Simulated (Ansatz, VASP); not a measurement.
Two plane-wave programs on Sb

INCAR

```
ALGO     = Normal         # electronic algorithm
EDIFF    = 1E-6           # SCF threshold, eV
ENCUT    = 520            # plane-wave cutoff, eV
GGA      = PE             # functional
ISIF     = 2              # what is computed and relaxed
ISMEAR   = 0              # smearing method
LASPH    = True           # aspherical terms in the spheres
LCHARG   = False          # write CHGCAR
LREAL    = False          # projectors in reciprocal space
LWAVE    = False          # write WAVECAR
NBANDS   = 8              # bands
NELM     = 100            # most SCF steps
PREC     = Accurate       # precision mode
SIGMA    = 0.1            # smearing width, eV
```

KPOINTS

```
k-points
0
Gamma
  6 6 6
```

Contents of POSCAR:

```
Sb
1.0
    3.3489704281      0.0000000000      0.0000000000
   -1.6744852140      2.9002934672      0.0000000000
    0.0000000000      0.0000000000      3.1291942438
Sb
1
Direct
    0.0000000000      0.0000000000      0.0000000000
```

Input for Ansatz:

```yaml
crystal:
  lattice:
    - [3.3489704281, 0.0, 0.0]
    - [-1.674485214, 2.9002934672, 0.0]
    - [0.0, 0.0, 3.1291942438]
  atoms:
    - { symbol: Sb, position: [0.0, 0.0, 0.0] }
basis:
  ecutwfc: 420
kpoints:
  mp_grid: { grid: [6, 6, 6] }
hamiltonian:
  xc: pbe
scf:
  occupations: { method: gaussian, width: 0.1 }
  lower_state_search: "off"
output:
  forces: true
  stress: true
  eigenvalues: true
```

Alike in both runs: task single point; functional PBE; k mesh 6 × 6 × 6; occupations gaussian, width 0.1 eV; no spin polarisation.

|  | VASP | Ansatz |
| --- | --- | --- |
| version | VASP 6.6.1 | Ansatz 0.2.0 |
| potentials or method | VASP PAW PBE potentials, release 64 (Sb) | scalar-relativistic, plane waves, PAW |
| plane-wave cutoff (eV) | 520 | 420 |
| valence electrons in the cell | 5 | 15 |

```csv
,VASP,Ansatz,Ansatz less VASP
gap on the k mesh at the Fermi level (eV),none,none,-
pressure (GPa),-1.6,-1.5,+0.07
largest component of the traceless stress (GPa),3.43,3.46,+0.028
```

A gap of «none» marks a metal or a gap that the smearing closes. The two sets of potentials don't hold the same shells in valence.

Caveats: the k mesh is coarse (spacing up to 0.36 Å⁻¹), so the values aren't converged. The runs have no spin-orbit coupling, so splittings on Sb are missing.
